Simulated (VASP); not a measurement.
La:

```
CELL_PARAMETERS angstrom
3.79631 0.00000 0.00000
-1.89816 3.28770 0.00000
0.00000 0.00000 12.04126
ATOMIC_POSITIONS crystal
La 0.00000 0.00000 0.00000
La 0.00000 0.00000 0.50000
La 0.33333 0.66667 0.25000
La 0.66667 0.33333 0.75000
```

```yaml
Program: VASP 6.6.1
Task: relaxation of cell and atoms
Functional: LDA
Potentials_or_basis: VASP PAW LDA potentials, release 64 (La)
Cutoff: 600 eV
k_mesh: 12 × 12 × 4
Occupations: gaussian, width 0.1 eV
Spin: no spin polarisation
```

At the start: pressure -3.7 GPa; volume 37.57 Å³/atom.

Task: How do energy, volume and symmetry change on relaxing?

Result: Over 19 steps the energy falls by 69.8 meV/atom and the volume is 32.12 Å³/atom (-14.5 %); space group P6_3/mmc (No. 194, to 0.05 Å).

Step by step:
| step | energy change (eV) | largest force (eV/Å) | pressure (GPa) | volume (Å³) |
| --- | --- | --- | --- | --- |
| 1 | 0.0000 | 0.0000 | -3.73 | 150.29 |
| 2 | -0.2704 | 0.0000 | -0.71 | 132.06 |
| 3 | -0.2788 | 0.0000 | -0.12 | 129.13 |
| 4 | -0.2790 | 0.0000 | 0.01 | 128.50 |
| 5 | -0.2793 | 0.0000 | 0.02 | 128.52 |
| 6 | -0.2794 | 0.0000 | -0.02 | 128.53 |
| 7 | -0.2794 | 0.0000 | -0.01 | 128.53 |
| 8 | -0.2794 | 0.0000 | -0.03 | 128.53 |
| 9 | -0.2793 | 0.0000 | 0.02 | 128.40 |
| 10 | -0.2794 | 0.0000 | 0.04 | 128.46 |
| 11 | -0.2794 | 0.0000 | -0.03 | 128.49 |
| 12 | -0.2794 | 0.0000 | 0.04 | 128.48 |
| 13 | -0.2794 | 0.0000 | 0.02 | 128.49 |
| 14 | -0.2794 | 0.0000 | 0.01 | 128.49 |
| 15 | -0.2794 | 0.0000 | 0.02 | 128.49 |
| 16 | -0.2794 | 0.0000 | -0.01 | 128.49 |
| 17 | -0.2793 | 0.0000 | 0.03 | 128.42 |
| 18 | -0.2794 | 0.0000 | 0.05 | 128.47 |
| 19 | -0.2794 | 0.0000 | 0.00 | 128.48 |

Final structure:
```yaml
crystal:
  lattice:
    - [3.58810, 0.00000, 0.00000]
    - [-1.79405, 3.10738, 0.00000]
    - [0.00000, 0.00000, 11.52362]
  atoms:
    - { symbol: La, position: [0.00000, 0.00000, 0.00000] }
    - { symbol: La, position: [0.00000, 0.00000, 0.50000] }
    - { symbol: La, position: [0.33333, 0.66667, 0.25000] }
    - { symbol: La, position: [0.66667, 0.33333, 0.75000] }
```
